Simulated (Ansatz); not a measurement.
# A Cd vacancy in wurtzite CdS, 95 atoms, charge −2

How does the host give way around this defect, what does it cost to form, and which levels does it put into the gap? The levels of theory are PBEsol, HSE06 and r²SCAN.

Method: density functional theory in Ansatz 0.2.0, PAW datasets, plane waves.

1 further run of the same task is left out (set aside as unsound or not needed).

### Step 1. Starting point

95 atoms (47 Cd, 48 S); a = 12.371 Å, b = 14.284 Å, c = 13.421 Å, α = 90.00°, β = 90.00°, γ = 90.00°. All atoms were shaken off their sites by about 0.02 Å along each axis. Defect site 1: (0.500, 0.417, 0.500).

The runs, in order: (2) PBEsol relaxation at the single k point (¼, ¼, ¼), on 1 × NVIDIA GB200 with 8 threads of Arm Neoverse-V2; (3) HSE06 single point at the single k point (¼, ¼, ¼), on 1 × NVIDIA GB200 with 8 threads of Arm Neoverse-V2; (4) r²SCAN single point at the single k point (¼, ¼, ¼), on 1 × NVIDIA GB200 with 8 threads of Arm Neoverse-V2.

### Step 2. Relaxing the atoms with PBEsol

in.yaml

```yaml
crystal:
  lattice:
    - [12.370504, 0.000000, 0.000000]
    - [0.000000, 14.284228, 0.000000]
    - [0.000000, 0.000000, 13.421256]
  atoms:
    - { symbol: Cd, position: [0.168298, 0.084752, 0.251746] }
    - { symbol: Cd, position: [0.167469, 0.083034, 0.750387] }
    - { symbol: Cd, position: [0.000564, 0.331800, 0.251987] }
    - { symbol: Cd, position: [0.999723, 0.334608, 0.749259] }
    - { symbol: Cd, position: [0.501549, 0.084390, 0.249006] }
    - { symbol: Cd, position: [0.501243, 0.084363, 0.750199] }
    - { symbol: Cd, position: [0.333301, 0.333474, 0.249046] }
    - { symbol: Cd, position: [0.334160, 0.331529, 0.749912] }
    - { symbol: Cd, position: [0.161907, 0.583208, 0.249495] }
    - { symbol: Cd, position: [0.168649, 0.582634, 0.749530] }
    - { symbol: Cd, position: [0.999981, 0.835017, 0.249017] }
    - { symbol: Cd, position: [0.001002, 0.833615, 0.748923] }
    - { symbol: Cd, position: [0.831561, 0.085299, 0.253205] }
    - { symbol: Cd, position: [0.834937, 0.084991, 0.750000] }
    - { symbol: Cd, position: [0.666950, 0.332902, 0.253343] }
    - { symbol: Cd, position: [0.667287, 0.333326, 0.750785] }
    - { symbol: Cd, position: [0.500182, 0.583172, 0.251404] }
    - { symbol: Cd, position: [0.498933, 0.584059, 0.749227] }
    - { symbol: Cd, position: [0.333114, 0.835211, 0.250517] }
    - { symbol: Cd, position: [0.332971, 0.834560, 0.749866] }
    - { symbol: Cd, position: [0.836303, 0.584672, 0.250851] }
    - { symbol: Cd, position: [0.834207, 0.584587, 0.750830] }
    - { symbol: Cd, position: [0.667841, 0.831420, 0.251564] }
    - { symbol: Cd, position: [0.663006, 0.832838, 0.749356] }
    - { symbol: Cd, position: [0.998440, 0.165669, 0.502116] }
    - { symbol: Cd, position: [0.004052, 0.168536, 0.998391] }
    - { symbol: Cd, position: [0.332619, 0.167172, 0.499632] }
    - { symbol: Cd, position: [0.335298, 0.166463, 0.000448] }
    - { symbol: Cd, position: [0.167430, 0.416127, 0.501743] }
    - { symbol: Cd, position: [0.168674, 0.419537, 0.998214] }
    - { symbol: Cd, position: [0.003113, 0.665954, 0.499610] }
    - { symbol: Cd, position: [0.002206, 0.668686, 0.998420] }
    - { symbol: Cd, position: [0.665638, 0.167986, 0.499963] }
    - { symbol: Cd, position: [0.664872, 0.165615, 0.999416] }
    - { symbol: Cd, position: [0.499550, 0.417406, 0.999233] }
    - { symbol: Cd, position: [0.331491, 0.669719, 0.499256] }
    - { symbol: Cd, position: [0.337741, 0.667932, 0.998172] }
    - { symbol: Cd, position: [0.163276, 0.916388, 0.501828] }
    - { symbol: Cd, position: [0.165242, 0.916611, 0.999178] }
    - { symbol: Cd, position: [0.836096, 0.420133, 0.499521] }
    - { symbol: Cd, position: [0.834786, 0.414659, 0.999829] }
    - { symbol: Cd, position: [0.664638, 0.664657, 0.500100] }
    - { symbol: Cd, position: [0.664417, 0.668125, 0.999084] }
    - { symbol: Cd, position: [0.499664, 0.913470, 0.499374] }
    - { symbol: Cd, position: [0.501158, 0.916628, 0.998456] }
    - { symbol: Cd, position: [0.834180, 0.917847, 0.499802] }
    - { symbol: Cd, position: [0.830217, 0.916128, 0.001356] }
    - { symbol: S, position: [0.000834, 0.164166, 0.189206] }
    - { symbol: S, position: [0.001374, 0.165119, 0.688129] }
    - { symbol: S, position: [0.336021, 0.168805, 0.188388] }
    - { symbol: S, position: [0.334004, 0.165648, 0.689904] }
    - { symbol: S, position: [0.166478, 0.416405, 0.190230] }
    - { symbol: S, position: [0.167256, 0.417363, 0.689842] }
    - { symbol: S, position: [0.000959, 0.667575, 0.190743] }
    - { symbol: S, position: [0.999597, 0.666142, 0.688897] }
    - { symbol: S, position: [0.666778, 0.167439, 0.189926] }
    - { symbol: S, position: [0.667362, 0.167587, 0.688969] }
    - { symbol: S, position: [0.499342, 0.417956, 0.189631] }
    - { symbol: S, position: [0.501206, 0.416896, 0.689268] }
    - { symbol: S, position: [0.330814, 0.668302, 0.189423] }
    - { symbol: S, position: [0.331180, 0.669318, 0.684488] }
    - { symbol: S, position: [0.167899, 0.918833, 0.189945] }
    - { symbol: S, position: [0.164758, 0.918509, 0.690500] }
    - { symbol: S, position: [0.832633, 0.416861, 0.187873] }
    - { symbol: S, position: [0.835576, 0.417593, 0.686272] }
    - { symbol: S, position: [0.667361, 0.667480, 0.190385] }
    - { symbol: S, position: [0.667505, 0.667918, 0.687093] }
    - { symbol: S, position: [0.499854, 0.919029, 0.189597] }
    - { symbol: S, position: [0.497895, 0.914934, 0.686094] }
    - { symbol: S, position: [0.834306, 0.916391, 0.191326] }
    - { symbol: S, position: [0.832367, 0.917292, 0.689482] }
    - { symbol: S, position: [0.167222, 0.086323, 0.438063] }
    - { symbol: S, position: [0.166652, 0.082882, 0.938235] }
    - { symbol: S, position: [0.999315, 0.330985, 0.437161] }
    - { symbol: S, position: [0.000690, 0.335061, 0.941502] }
    - { symbol: S, position: [0.500374, 0.084380, 0.439032] }
    - { symbol: S, position: [0.500732, 0.085021, 0.938910] }
    - { symbol: S, position: [0.330089, 0.331821, 0.439327] }
    - { symbol: S, position: [0.333814, 0.333649, 0.936292] }
    - { symbol: S, position: [0.165426, 0.583620, 0.436836] }
    - { symbol: S, position: [0.165695, 0.585283, 0.939252] }
    - { symbol: S, position: [0.998262, 0.832590, 0.439956] }
    - { symbol: S, position: [0.998241, 0.833244, 0.940665] }
    - { symbol: S, position: [0.830552, 0.083466, 0.436502] }
    - { symbol: S, position: [0.833300, 0.082435, 0.937752] }
    - { symbol: S, position: [0.667276, 0.335335, 0.435967] }
    - { symbol: S, position: [0.666214, 0.335577, 0.937608] }
    - { symbol: S, position: [0.498230, 0.582291, 0.438377] }
    - { symbol: S, position: [0.501973, 0.580176, 0.935552] }
    - { symbol: S, position: [0.330780, 0.832743, 0.439336] }
    - { symbol: S, position: [0.333878, 0.835079, 0.935993] }
    - { symbol: S, position: [0.833488, 0.584104, 0.436965] }
    - { symbol: S, position: [0.837165, 0.585194, 0.936944] }
    - { symbol: S, position: [0.668831, 0.833881, 0.437161] }
    - { symbol: S, position: [0.668456, 0.830517, 0.938961] }
  symmetry: { detect: false }
kpoints:
  mp_grid: { grid: [1, 1, 1], shift: [0.25, 0.25, 0.25] }
hamiltonian:
  xc: pbesol
total_charge: -2
scf:
  occupations: { method: fermi_dirac, width: 0.01 }
relax:
  f_tol: 0.03
  max_steps: 80
  escape_saddle: false
  adjacent_minimum: "off"
output:
  forces: true
  eigenvalues: true
  populations: true
  charged_corrections: { epsilon: 9 }
```

Command:

```
> ansatz run in.yaml --threads 8 --pin off --max-ram 118750MiB --runs-dir r --events-out ev --progress --plain --backend cuda --devices 0, --max-vram 170GiB
```

Further steps of the session: Single point with HSE06; r²SCAN single point.

**Question.** What will these runs give? Wanted: for each run, formation energy; host gap; top filled to lowest empty.

The runs gave:

| level | time | formation energy (eV) | host gap (eV) | top filled to lowest empty (eV) |
| --- | --- | --- | --- | --- |
| PBEsol, relaxation | 6.5 s (GPU) | 4.61 | 1.08 | 1.77 |
| HSE06 | 96 s (GPU) | 5.99 | 2.27 | 2.81 |
| r²SCAN | 8.7 s (GPU) | 5.11 | 1.69 | 2.22 |

```
     quantity                             value
   relaxation  4 recorded steps, 0.91 eV gained
largest shift                      0.24 Å (S78)
```

**What this shows.** Relaxation gains 0.91 eV, with shifts up to 0.24 Å (S78). The formation energy at E_F = VBM goes from 4.61 eV (PBEsol) to 5.99 eV (HSE06), as the host gap goes from 1.08 to 2.27 eV. The reservoirs are the elements' reference phases; where the defect changes the composition, the value depends on that choice. r²SCAN shows no level inside the gap that the count of atoms sharing it marks as tightly localised. The HSE06 single point took about 11 times as long as the r²SCAN one on the same kind of device. The host's edges were read at Γ, so band-like levels at this k point need not coincide with them. Finite-cell errors of some tenths of an eV remain in such numbers. The dielectric constant of 9.0 in the correction is an assumed value.
